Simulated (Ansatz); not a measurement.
# Cl (Cmce) in Ansatz: further runs

One crystal, Cl, is run at these levels: PBEsol; tasks: phonons, elastic constants, Born charges and dielectric tensor.

Everything below comes from runs of Ansatz 0.2.0. Logs are shortened: lines on timing, memory, paths and dates and some standing lists are left out, and cuts for length are marked.

## 1. Starting point

Symmetry: Cmce, No. 64, orthorhombic system. The conventional cell has a = 6.290 Å, b = 4.500 Å, c = 8.210 Å, α = 90.00°, β = 90.00°, γ = 90.00°. Around Cl (site symmetry m) lie 1 Cl at 2.02 Å.

## 2. Phonons, PBEsol

File input.yaml:

```yaml
crystal:
  lattice:
    - [3.145, -2.25, 0.0]
    - [3.145, 2.25, 0.0]
    - [0.0, 0.0, 8.21]
  atoms:
    - { symbol: Cl, position: [0.37, 0.63, 0.4] }
    - { symbol: Cl, position: [0.13, 0.87, 0.9] }
    - { symbol: Cl, position: [0.63, 0.37, 0.6] }
    - { symbol: Cl, position: [0.87, 0.13, 0.1] }
hamiltonian:
  xc: pbesol
  pseudopotentials: { kind: paw }
kpoints:
  mp_grid: { grid: [6, 6, 4] }
scf:
  occupations: { method: fixed }
phonons:
  method: dfpt
  dielectric: true
  rigid_motions: translations
```

Potentials or basis: Ansatz PAW.

The run is started by

```
> ansatz run input.yaml --threads 2 --pin off --max-ram 5632MiB --backend cpu --events-out ev --progress --plain --runs-dir out
```

What it wrote:

```text
Warning: RAYON_NUM_THREADS=2 ignored (pool sized by the plan → 2); use --threads N
Engine: ansatz 0.2.0, aarch64-unknown-linux-gnu
Pseudopotentials: kind: paw
Pseudopotential: Cl, paw, valence charge 7, recommended cutoff 420 eV (normal), Cl.paw.azcp
Functional definition: PBEsol
  exchange = pbesol_x
  correlation = pbesol_c
Crystal: 4 atoms, lattice volume = 116.192 Å³
Basis set: ecut = 420 eV, 2299 PW (Γ), exchange–correlation on 60×60×120 points (8 copies of the dense FFT grid, shifted against one another)
Bands: 18, of which v1, the nominal top of the filled ones, is band 14 counted from 1 (13 counted from 0)
Symmetry: 8 space group operations
k-points: 76 of 144 (irreducible under 1 space group operation, time reversal used)
Non-local potential: Cl, projectors of the file, l = 0: 2, l = 1: 2, l = 2: 2
PAW form: soft (Blöchl's): semilocal exchange-correlation on the pseudo side does not see the compensation charge
PAW frozen core: Cl, regenerated for the run's functional, and the local potential with it (the file was generated under x = pbe(κ = 0.804, μ = 0.2195149727645171), c = pbe(β = 0.06672455060314922))
PAW one-centre angular grid: Cl, 110 points (default); XC on 64 Gauss nodes
Initial density: superposition of atomic densities (neutral atoms: chi_scale 0, normalization atom), corrected by the library's trained network
Initial wavefunctions: pseudopotential atomic-orbital guess
Functional: x = pbesol(κ = 0.804, μ = 0.12345679012345678), c = pbesol(β = 0.046)
SCF iter   1: F=—  HF=-4243.141893 eV  |F-HF|=—  |Δ(HF+E_count)|=         —  Δρ=3.46e-3  dr2=1.31e-2  ethr=1.77e-3  ⟨swp⟩=4.9  Hψ=6507  notcnv=0  defer=152
preconditioner: auto → Resta (q_TF=auto, 2.152 Å⁻¹)  ε∞=3.6  [insulator: Δε(μ)=2.408 eV  Ē_g=11.250 eV  n_scr=22 (ndim 8)  ℏωp=18.2 eV  f_vac=0.021  ε∞_Penn≈3.6]
SCF iter   2: F=—  HF=-4243.139945 eV  |F-HF|=—  |Δ(HF+E_count)|=   1.95e-3  Δρ=1.69e-3  dr2=3.00e-3  ethr=4.66e-5  ⟨swp⟩=2.5  Hψ=3052  notcnv=0  defer=152
SCF iter   3: F=—  HF=-4243.139972 eV  |F-HF|=—  |Δ(HF+E_count)|=   2.73e-5  Δρ=3.06e-4  dr2=1.04e-4  ethr=1.07e-5  ⟨swp⟩=3.0  Hψ=2578  notcnv=0  defer=152
SCF iter   4: F=—  HF=-4243.140024 eV  |F-HF|=—  |Δ(HF+E_count)|=   5.22e-5  Δρ=9.58e-5  dr2=9.92e-6  ethr=3.71e-7  ⟨swp⟩=2.2  Hψ=2118  notcnv=0  defer=152
SCF iter   5: F=—  HF=-4243.140045 eV  |F-HF|=—  |Δ(HF+E_count)|=   2.06e-5  Δρ=1.88e-5  dr2=3.76e-7  ethr=3.54e-8  ⟨swp⟩=2.0  Hψ=2128  notcnv=0  defer=66
SCF iter   6: F=—  HF=-4243.140044 eV  |F-HF|=—  |Δ(HF+E_count)|=   1.33e-6  Δρ=3.66e-6  dr2=1.43e-8  ethr=1.34e-9  ⟨swp⟩=2.0  Hψ=2430  notcnv=0  defer=2
SCF iter   7: F=—  HF=-4243.140044 eV  |F-HF|=—  |Δ(HF+E_count)|=   6.09e-8  Δρ=5.21e-7  dr2=3.42e-10  ethr=5.11e-11  ⟨swp⟩=2.0  Hψ=2350  notcnv=0  defer=2
SCF iter   8: F=-4243.140044 eV  HF=-4243.140044 eV  |F-HF|=8.19e-12  |Δ(HF+E_count)|=  7.33e-10  Δρ=9.01e-8  dr2=1.10e-11  ethr=1.00e-12  ⟨swp⟩=8.4  Hψ=8587  notcnv=0
SCF 1 converged in 8 iterations: F = -4243.140044 eV  dr2 = 1.10e-11
NSCF: frozen V_eff on 2 k-points
DFPT response loops at Γ: preconditioner auto → Resta (q_TF=auto, 2.152 Å⁻¹)  ε∞=5.0 (no band partly filled); β = 1.00, the filter's whole step (`scf.mixing.beta` (0.50) is not read by the response loops at its default; to damp them type it under 1.00, their step now; it binds the ground state too); Broyden in place of MSR1
── the response to a field inside a basis, on 6×6×4 k-points: an SCF that follows is theirs, and a resumed run solves both again ──
Bands: 15, of which v1, the nominal top of the filled ones, is band 14 counted from 1 (13 counted from 0)
k-points: 24 of 144
Initial density: handed on by an earlier stage of this run
Initial wavefunctions: pseudopotential atomic-orbital guess (no wavefunctions were taken with the density)
Eigensolver: Dense (24 Hₖ)
SCF iter   1: F=—  HF=-4243.136218 eV  |F-HF|=—  |Δ(HF+E_count)|=         —  Δρ=8.84e-5  dr2=1.45e-6  ethr=1.00e-1
preconditioner: auto → Resta (q_TF=auto, 2.152 Å⁻¹)  ε∞=5.8  [insulator: Δε(μ)=2.457 eV  Ē_g=8.357 eV  n_scr=22 (ndim 8)  ℏωp=18.2 eV  f_vac=0.013  ε∞_Penn≈5.8]
SCF iter   2: F=—  HF=-4243.136220 eV  |F-HF|=—  |Δ(HF+E_count)|=   1.51e-6  Δρ=4.64e-5  dr2=4.16e-7  ethr=5.18e-9
SCF iter   3: F=-4243.136220 eV  HF=-4243.136220 eV  |F-HF|=2.65e-9  |Δ(HF+E_count)|=   6.59e-7  Δρ=1.73e-6  dr2=3.09e-9  ethr=1.48e-9
SCF 1 converged in 3 iterations: F = -4243.136220 eV  dr2 = 3.09e-9
DFPT response loops at Γ: preconditioner auto → Resta (q_TF=auto, 2.152 Å⁻¹)  ε∞=4.9 (no band partly filled); β = 1.00, the filter's whole step (`scf.mixing.beta` (0.50) is not read by the response loops at its default; to damp them type it under 1.00, their step now; it binds the ground state too); Broyden in place of MSR1
SCF converged after 8 iterations
Free energy (F): -4243.140044 eV
Harris-Foulkes:  -4243.140044 eV  (|F-HF|=8.19e-12)
Internal energy: -4243.140044 eV  (E = F + TS)
E sigma→0 (E₀):  -4243.140044 eV
Fermi energy:    0.401742 eV
--- Per-component energies (eV) ---
  E_band       = -149.723238
  E_kinetic    = 636.616850
  E_local      = -1122.258527  (includes V_loc(G=0)·N_el)
  E_nonlocal   = 116.455302
  E_hartree    = 343.091861
  E_xc         = -418.979752
  E_vxc        = -478.803110  (∫ρ·V_xc dr)
  E_paw        = -2565.880492  (= ΣΔE_a)
  E_vpaw       = 12.082135  (= ΣTr[D̂ρ^β])
  E_aug_tail   = 0.000381  (compensation charges beyond the density's cutoff)
  E_ewald      = -1232.499395
  E_core_change = 0.313728  (= ΣΔE_core)
  E_smearing   = -0.000000  (= −TS)
  E_closure    = 0.000000  (closes the sum)
  Σ components = -4243.140044   (vs F -4243.140044, Δ=0.00e0)
--- Band table (eV; the first three rows and the last of 76) ---
  k-point 0: bands = ["-16.2105", "-16.0072", "-12.1909", "-11.6440", "-4.9437", "-4.1242", "-2.2508", "-2.1191", "-1.7686", "-1.7602", "-0.3155", "-0.0100", "0.2522", "0.3453", "2.8310", "3.4116", "7.1237", "7.7442"]
  k-point 1: bands = ["-16.1829", "-16.0395", "-12.1117", "-11.7255", "-4.8411", "-4.2726", "-2.1579", "-2.0830", "-1.7674", "-1.7614", "-0.3201", "-0.0985", "0.2657", "0.3315", "2.8713", "3.2778", "7.3243", "7.8013"]
  k-point 2: bands = ["-16.1135", "-16.1135", "-11.9198", "-11.9198", "-4.5772", "-4.5772", "-2.0566", "-2.0566", "-1.7644", "-1.7644", "-0.2579", "-0.2579", "0.2984", "0.2984", "3.0302", "3.0302", "7.6868", "7.6868"]
  k-point 75: bands = ["-15.9072", "-15.9072", "-11.8465", "-11.8465", "-4.5675", "-4.5675", "-3.2569", "-3.2569", "-2.3855", "-2.3855", "-0.3164", "-0.3164", "-0.0672", "-0.0672", "2.9401", "2.9401", "9.1736", "9.1736"]
--- Phonons (Γ-DFPT): 3 representative perturbations + reference, on 76 of 144 k-points (Σ response iterations 9) ---
  k mesh reduced under 1 symmetry operation, with k and −k counted as one. Each operation leaves every solved perturbation unchanged. A smaller set is not considered because the run solves the response to a homogeneous field
  ASR residual: 3.757e-5 → 0.000e0 eV/Å²; symmetrization residual: 4.610e-6 eV/Å²
  ASR residual per site (eV/Å²): 3.76e-5 3.76e-5 3.76e-5 3.76e-5
  Γ frequencies (cm⁻¹): -46.28 0.00 0.00 0.00 34.62 42.71 87.18 91.41 105.71 112.38 493.96 497.34
  ε∞ (high-frequency dielectric tensor):
        2.297422     0.000000     0.000000
        0.000000     3.094099     0.000000
        0.000000     0.000000     4.301471
  softest optical mode at Γ: -46.28 cm⁻¹; the repairs (sum rule, projections) moved no ω² at Γ by more than (0.97 cm⁻¹)²
  Born effective charges Z* (e; rows j = field, columns β = displacement):
    site 0:
         0.00000    0.00000    0.00000
         0.00000    0.00000   -0.27853
        -0.00000   -0.43159    0.00000
    site 1:
         0.00000    0.00000   -0.00000
         0.00000    0.00000    0.27853
         0.00000    0.43159    0.00000
    site 2:
         0.00000    0.00000    0.00000
         0.00000    0.00000   -0.27853
        -0.00000   -0.43159    0.00000
    site 3:
         0.00000    0.00000    0.00000
         0.00000    0.00000    0.27853
         0.00000    0.43159    0.00000
  Z* charge neutrality: 1.595e-3 e pre-enforcement
  solved inside a basis spanned on kpoints, on 6×6×4 k-points, its susceptibility summed on 10×10×4: ε∞ is read to err by 1.1e-2, Z* by 8.0e-3 e (field_mesh: kpoints solves on kpoints); Z* is corrected for what the basis lacks
  optical modes at Γ without the LO–TO term, one row a degenerate level:
      ω (cm⁻¹)  modes    IR ((D/Å)²/amu)
        -46.28      1             0.4849
         34.62      1             0.2019
         42.71      1             0.0000
         87.18      1             0.0000
         91.41      1             0.0000
        105.71      1             0.0000
        112.38      1             0.0000
        493.96      1             0.0000
        497.34      1             0.0000
  optical modes at Γ + LO–TO along q̂ = [1.0000, 0.0000, 0.0000]:
      ω (cm⁻¹)  modes    IR ((D/Å)²/amu)
        -46.28      1             0.4849
         34.62      1             0.2019
         42.71      1             0.0000
         87.18      1             0.0000
         91.41      1             0.0000
        105.71      1             0.0000
        112.38      1             0.0000
        493.96      1             0.0000
        497.34      1             0.0000
  optical modes at Γ + LO–TO along q̂ = [0.0000, 1.0000, 0.0000]:
      ω (cm⁻¹)  modes    IR ((D/Å)²/amu)
        -46.28      1             0.4849
         42.71      1             0.0000
         48.95      1             0.2019
         87.18      1             0.0000
         91.41      1             0.0000
        105.71      1             0.0000
        112.38      1             0.0000
        493.96      1             0.0000
        497.34      1             0.0000
  optical modes at Γ + LO–TO along q̂ = [0.0000, 0.0000, 1.0000]:
      ω (cm⁻¹)  modes    IR ((D/Å)²/amu)
         -8.53      1             0.4849
         34.62      1             0.2019
         42.71      1             0.0000
         87.18      1             0.0000
         91.41      1             0.0000
        105.71      1             0.0000
        112.38      1             0.0000
        493.96      1             0.0000
        497.34      1             0.0000
```

Wall time 61 s (2 threads of Arm Neoverse V2, shared host); peak memory 0.97 GiB.

What came out:

| Property | Result |
| --- | --- |
| Free energy | -4243.1400 eV |
| Band gap on the k mesh | 2.43 eV, indirect (least direct gap 2.49 eV) |
| Electronic dielectric tensor (diagonal) | 2.30, 3.09, 4.30 |
| Born charges (mean of the diagonal) | Cl +0.00 e |
| Highest phonon frequency at Γ | 497 cm⁻¹ |
| Most unstable mode | 46i cm⁻¹ |

Levels at points of the mesh, in eV from the valence-band top:
| k point | band 10 | band 11 | band 12 | band 13 | band 14 | band 15 | band 16 | band 17 | band 18 |
| --- | --- | --- | --- | --- | --- | --- | --- | --- | --- |
| (0.00, 0.00, 0.00) | -2.16 | -0.72 | -0.41 | -0.15 | -0.06 | 2.43 | 3.01 | 6.72 | 7.34 |
| (0.00, 0.00, -0.50) | -2.17 | -0.66 | -0.66 | -0.10 | -0.10 | 2.63 | 2.63 | 7.29 | 7.29 |
| (0.00, -0.50, 0.00) | -2.46 | -0.52 | -0.52 | -0.16 | -0.16 | 2.83 | 2.83 | 8.13 | 8.13 |
| (0.00, -0.50, -0.50) | -2.48 | -0.44 | -0.44 | -0.01 | -0.01 | 2.72 | 2.72 | 8.35 | 8.35 |
| (-0.50, 0.00, 0.00) | -2.46 | -0.52 | -0.52 | -0.16 | -0.16 | 2.83 | 2.83 | 8.13 | 8.13 |
| (-0.50, 0.00, -0.50) | -2.48 | -0.44 | -0.44 | -0.01 | -0.01 | 2.72 | 2.72 | 8.35 | 8.35 |
| (-0.50, -0.50, 0.00) | -2.85 | -0.98 | -0.91 | -0.37 | 0.00 | 2.51 | 2.71 | 8.41 | 8.51 |
| (-0.50, -0.50, -0.50) | -2.79 | -0.72 | -0.72 | -0.47 | -0.47 | 2.54 | 2.54 | 8.77 | 8.77 |

Phonon frequencies in cm⁻¹ (negative: imaginary):
| q point | frequencies |
| --- | --- |
| (0.000, 0.000, 0.000) | -46 0 0 0 35 43 87 91 106 112 494 497 |

Electronic dielectric tensor:
```
2.30 0.00 0.00
0.00 3.09 0.00
0.00 0.00 4.30
```

Born effective charge tensors (e):
atom 1, Cl
```
 0.00  0.00  0.00
 0.00  0.00 -0.28
 0.00 -0.43  0.00
```
atom 2, Cl
```
0.00 0.00 0.00
0.00 0.00 0.28
0.00 0.43 0.00
```
atom 3, Cl
```
 0.00  0.00  0.00
 0.00  0.00 -0.28
 0.00 -0.43  0.00
```
atom 4, Cl
```
0.00 0.00 0.00
0.00 0.00 0.28
0.00 0.43 0.00
```

Caveat: some modes are imaginary; the PAW data sets come from PBE, with cores solved anew for the run's functional, which leaves a small shift of forces and pressure. A hybrid or GW would open this gap; PBEsol tends to underestimate it.

## 3. Elastic constants, PBEsol

Edit input.yaml of step 2 so:

```diff
@@ -17,5 +17,7 @@
   occupations: { method: fixed }
-phonons:
-  method: dfpt
-  dielectric: true
-  rigid_motions: translations
+output:
+  forces: true
+  stress: true
+elastic:
+  mode: clamped_ion
+  stencil: two_point
```

Potentials or basis: Ansatz PAW.

The run is started by

```
> ansatz run input.yaml --threads 2 --pin off --max-ram 5632MiB --backend cpu --events-out ev --progress --plain --runs-dir out
```

What it wrote:

```text
Warning: RAYON_NUM_THREADS=2 ignored (pool sized by the plan → 2); use --threads N
Engine: ansatz 0.2.0, aarch64-unknown-linux-gnu
Pseudopotentials: kind: paw
Pseudopotential: Cl, paw, valence charge 7, recommended cutoff 420 eV (normal), Cl.paw.azcp
Functional definition: PBEsol
  exchange = pbesol_x
  correlation = pbesol_c
Crystal: 4 atoms, lattice volume = 116.192 Å³
Basis set: ecut = 420 eV, 2299 PW (Γ), exchange–correlation on 54×54×120 points (8 copies of the dense FFT grid, shifted against one another)
Bands: 18, of which v1, the nominal top of the filled ones, is band 14 counted from 1 (13 counted from 0)
Symmetry: 8 space group operations
Space group: Cmce (ITA 64), of the structure as read, at distance tolerance 4.9e-5 Å
k-points: 39 of 144
Non-local potential: Cl, projectors of the file, l = 0: 2, l = 1: 2, l = 2: 2
PAW form: soft (Blöchl's): semilocal exchange-correlation on the pseudo side does not see the compensation charge
PAW frozen core: Cl, regenerated for the run's functional, and the local potential with it (the file was generated under x = pbe(κ = 0.804, μ = 0.2195149727645171), c = pbe(β = 0.06672455060314922))
[... 184 lines left out ...]
         δ    σ_11 (GPa)             F (eV)   n_scf  n_hpsi   n_pw
    -2.000e-3      -0.2102       -4243.1397493       8   15293   2304
     2.000e-3      -0.1822       -4243.1403178       5   11545   2312
  strain η (Voigt 22):  stress-route row diagonal C_22 = 28.92 GPa, energy-path curvature d²(F+E_count+ΔE)/dδ²/Ω₀ = 28.91 GPa
         δ    σ_22 (GPa)             F (eV)   n_scf  n_hpsi   n_pw
    -2.000e-3       1.0615       -4243.1416256       8   13499   2304
     2.000e-3       1.1772       -4243.1383785       5   11718   2312
  strain η (Voigt 33):  stress-route row diagonal C_33 = 97.76 GPa, energy-path curvature d²(F+E_count+ΔE)/dδ²/Ω₀ = 97.76 GPa
         δ    σ_33 (GPa)             F (eV)   n_scf  n_hpsi   n_pw
    -2.000e-3       1.4432       -4243.1422800       8   13991   2296
     2.000e-3       1.8342       -4243.1375240       5   10466   2312
  strain η (Voigt 23):  stress-route row diagonal C_44 = 48.49 GPa, energy-path curvature d²(F+E_count+ΔE)/dδ²/Ω₀ = 47.80 GPa
         δ    σ_23 (GPa)             F (eV)   n_scf  n_hpsi   n_pw
    -2.000e-3      -0.0970       -4243.1399745       8   16541   2308
     2.000e-3       0.0970       -4243.1399745       5   13954   2308
  strain η (Voigt 13):  stress-route row diagonal C_55 = 4.12 GPa, energy-path curvature d²(F+E_count+ΔE)/dδ²/Ω₀ = 3.75 GPa
         δ    σ_13 (GPa)             F (eV)   n_scf  n_hpsi   n_pw
    -2.000e-3      -0.0082       -4243.1400382       7   14829   2308
     2.000e-3       0.0082       -4243.1400382       4   10938   2308
  strain η (Voigt 12):  stress-route row diagonal C_66 = 3.67 GPa, energy-path curvature d²(F+E_count+ΔE)/dδ²/Ω₀ = 3.44 GPa
         δ    σ_12 (GPa)             F (eV)   n_scf  n_hpsi   n_pw
    -2.000e-3      -0.0073       -4243.1400389       7   18891   2308
     2.000e-3       0.0073       -4243.1400389       4   13941   2308
```

elastic_members.tsv:

```text
[... 46 lines left out ...]
5	2.0000000000e-3	-1.9608611591e-1	1.1194664569e0	1.6398214618e0	-0.0000000000e0	-0.0000000000e0	7.3362997243e-3	-4.2431400389e3	-4.2431400389e3	4	13941	2308	nan	nan	0.0000000000e0	-2.6006092703e-3	-2.1220680014e-3	-1.9159353126e-3	-0.0000000000e0	-0.0000000000e0	-3.5457235506e-6	2.8776745998e-6	0.0000000000e0
```

Wall time 25 s (2 threads of Arm Neoverse V2, shared host); peak memory 0.43 GiB.

Results:

- Free energy: -4243.1400 eV
- Pressure: -0.9 GPa
- Largest force: 0.173 eV/Å
- Band gap on the k mesh: 2.43 eV, indirect (least direct gap 2.49 eV)
- Voigt bulk modulus: 25 GPa

Forces on the atoms (eV/Å):
```
Cl   0.000 -0.163  0.058
Cl   0.000  0.163  0.058
Cl   0.000  0.163 -0.058
Cl   0.000 -0.163 -0.058
```

Stress tensor (GPa, compression positive):
```
 0.20  0.00  0.00
 0.00 -1.12  0.00
 0.00  0.00 -1.64
```

Elastic tensor in Voigt notation (GPa, ions clamped, in the Cartesian axes of the cell as first typed):
```
 7  2  1  0  0  0
 1 29 46  0  0  0
-1 45 98  0  0  0
 0  0  0 48  0  0
 0  0  0  0  4  0
 0  0  0  0  0  4
```

Caveat: the PAW data sets come from PBE, with cores solved anew for the run's functional, which leaves a small shift of forces and pressure. PBEsol gaps usually lie below the measured ones, often by a third to a half.

(Continued in part 2 of 2.)
